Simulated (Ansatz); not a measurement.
Input of an Ansatz 0.2.0 run:

File input.yaml:

```yaml
crystal:
  lattice:
    - [0.0, 2.9165, 2.9165]
    - [2.9165, 0.0, 2.9165]
    - [2.9165, 2.9165, 0.0]
  atoms:
    - { symbol: Cd, position: [0.0, 0.0, 0.0] }
    - { symbol: S, position: [0.75, 0.75, 0.75] }
kpoints:
  mp_grid: { grid: [8, 8, 8] }
scf:
  occupations: { method: fermi_dirac, width: 0.05 }
hamiltonian:
  xc: lda
  pseudopotentials: { kind: all_electron, lapw: { basis_error: 0.001 } }
output:
  forces: true
  stress: true
relax:
  f_tol: 0.02
  max_steps: 60
  cell: {}
```

Potentials or basis: all-electron LAPW, scalar-relativistic.

The run is started by

```bash
$ ansatz run input.yaml --threads 1 --pin off --max-ram 3072MiB --backend cpu --events-out ev --progress --plain --runs-dir out
```

(1) Predict the band gap on the k mesh.

(2) What does it give for the relaxed volume?

(3) Estimate the space group after relaxing (to 0.05 Å).

(4) Estimate the relaxed cell.

Answers

(1) 0.94 eV.

(2) 23.85 Å³/atom.

(3) F-43m (No. 216).

(4) a = 4.071 Å, b = 4.071 Å, c = 4.071 Å, α = 60.00°, β = 60.00°, γ = 60.00°.
